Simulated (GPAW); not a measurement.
## Sb: single point with PBE

The system is Sb.

```
Sb
1.0
     3.12240    0.00000    0.00000
     0.00000    4.34752    0.00000
    -0.03891    0.00000    4.40585
Sb
2
Direct
  0.01139 0.25000 0.24117
  0.98861 0.75000 0.75883
```

This isn't the form of Sb at room conditions, which is rhombohedral.

```json
{
  "Program": "GPAW 26.7.0",
  "Task": "single point",
  "Functional": "PBE",
  "Potentials or basis": "GPAW PAW data sets (gpaw-data 1.2.1)",
  "Cutoff": "450 eV",
  "Basis": "pw",
  "k mesh": "7 × 5 × 5",
  "Occupations": "fermi-dirac, width 0.05 eV",
  "Spin": "no spin polarisation",
  "Maxiter": "120",
  "Convergence": "default"
}
```

The pressure is -1.6 GPa and the largest force is 0.106 eV/Å. The band gap on the k mesh is none (metal or under the smearing width).

Forces on the atoms (eV/Å):
```
Sb  -0.034 -0.001  0.101
Sb   0.034  0.001 -0.101
```

Stress tensor (GPa, compression positive):
```
-2.04  0.00  0.08
 0.00 -1.19  0.00
 0.08  0.00 -1.51
```

Levels at points of the mesh, in eV from the Fermi level:
| k point | band 13 | band 14 | band 15 | band 16 | band 17 | band 18 |
| --- | --- | --- | --- | --- | --- | --- |
| (0.00, 0.00, 0.00) | -3.46 | -3.33 | 2.27 | 3.21 | 3.43 | 3.57 |

Run time: 32 s on 1 thread of Arm Neoverse V2 (shared host), peak memory 0.19 GiB.

Caveat: the cutoff is short for stress and forces, so pressures can be off by a GPa or more. The run has no spin-orbit coupling, so splittings on Sb are missing.
